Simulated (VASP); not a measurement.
# BaTiO3: relaxation of cell and atoms with PBEsol

The system is BaTiO3.

```
CELL_PARAMETERS angstrom
3.98308 0.00000 0.00000
0.00000 3.98308 0.00000
0.00000 0.00000 3.98308
ATOMIC_POSITIONS crystal
Ba 0.50000 0.50000 0.50000
Ti 0.00000 0.00000 0.00000
O 0.50000 0.00000 0.00000
O 0.00000 0.50000 0.00000
O 0.00000 0.00000 0.50000
```

The cell was built by a generator and needn't be a form met in nature.

```json
{"Program": "VASP 6.6.1", "Task": "relaxation of cell and atoms", "Functional": "PBEsol", "Potentials or basis": "VASP PAW PBE potentials, release 64 (Ba_sv, Ti_sv, O)", "Cutoff": "600 eV", "k mesh": "8 × 8 × 8", "Occupations": "gaussian, width 0.03 eV", "Spin": "no spin polarisation", "Further INCAR settings": "ALGO = Normal; EDIFF = 1e-07; IBRION = 2; EDIFFG = -0.005; NSW = 90; ISIF = 3"}
```

```json
{
 "Pressure after relaxing": "0.0 GPa",
 "Band gap on the k mesh": "1.73 eV, indirect (least direct gap 1.86 eV)"
}
```

Final structure:
```
Ba Ti O
1.0
     3.98308    0.00000    0.00000
     0.00000    3.98308    0.00000
     0.00000    0.00000    3.98308
Ba Ti O
1 1 3
Direct
  0.50000 0.50000 0.50000
  0.00000 0.00000 0.00000
  0.50000 0.00000 0.00000
  0.00000 0.50000 0.00000
  0.00000 0.00000 0.50000
```

Levels at points of the mesh, in eV from the valence-band top:
| k point | band 18 | band 19 | band 20 | band 21 | band 22 | band 23 |
| --- | --- | --- | --- | --- | --- | --- |
| (0.00, 0.00, 0.00) | -0.13 | -0.13 | -0.13 | 1.73 | 1.73 | 1.73 |
| (0.50, 0.00, 0.00) | -1.87 | -0.72 | -0.72 | 1.90 | 3.56 | 3.56 |
| (0.50, 0.50, 0.00) | -0.87 | -0.87 | -0.09 | 3.57 | 3.57 | 3.99 |
| (0.50, 0.50, 0.50) | 0.00 | 0.00 | 0.00 | 4.26 | 4.26 | 4.26 |

Wall time 48 s on 1 thread of Intel(R) Xeon(R) Platinum 8259CL CPU @ 2.50GHz (Skylake/Cascade Lake), with other jobs on the host, peak memory 0.22 GiB.

Caveat: the relaxation stopped at its first step, so nothing moved; the PAW data sets were made with another functional, which shifts forces and pressure a little; spin-orbit coupling is left out, which moves the levels of the heavy elements. A k mesh can miss the band edges.
